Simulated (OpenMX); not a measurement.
The system is CdS (Greenockite).

```
Cd S
1.0
     4.15000    0.00000    0.00000
    -2.07500    3.59401    0.00000
     0.00000    0.00000    6.73700
Cd S
2 2
Direct
  0.66667 0.33333 0.50000
  0.33333 0.66667 0.00000
  0.66667 0.33333 0.87500
  0.33333 0.66667 0.37500
```

Base run:

| Property | Result |
| --- | --- |
| Program | OpenMX 3.8.5 |
| Functional | PBE |
| Potentials or basis | OpenMX 2013 PBE set, Cd7.0-s3p2d2f1, S7.0-s3p2d2f1, grid cutoff 500 Ry |
| k mesh | 7 × 7 × 5 |
| Occupations | fermi-dirac, width 0.05 eV |
| Spin | no spin polarisation |

Its results: band gap on the k mesh 1.27 eV, direct; pressure 2.3 GPa; largest force 0.071 eV/Å.

Q: The run is repeated on the same cell with these changes: potentials or basis from OpenMX 2013 PBE set, Cd7.0-s3p2d2f1, S7.0-s3p2d2f1, grid cutoff 500 Ry to OpenMX 2013 PBE set, Cd7.0-s3p2d2, S7.0-s2p2d1f1, grid cutoff 500 Ry. What comes out?

A: Band gap on the k mesh 1.35 eV, direct; pressure 2.7 GPa; largest force 0.080 eV/Å.

Caveats: the basis of atomic orbitals isn't converged, which shifts pressures, moduli and gaps.

Not every run made on this cell is shown here.
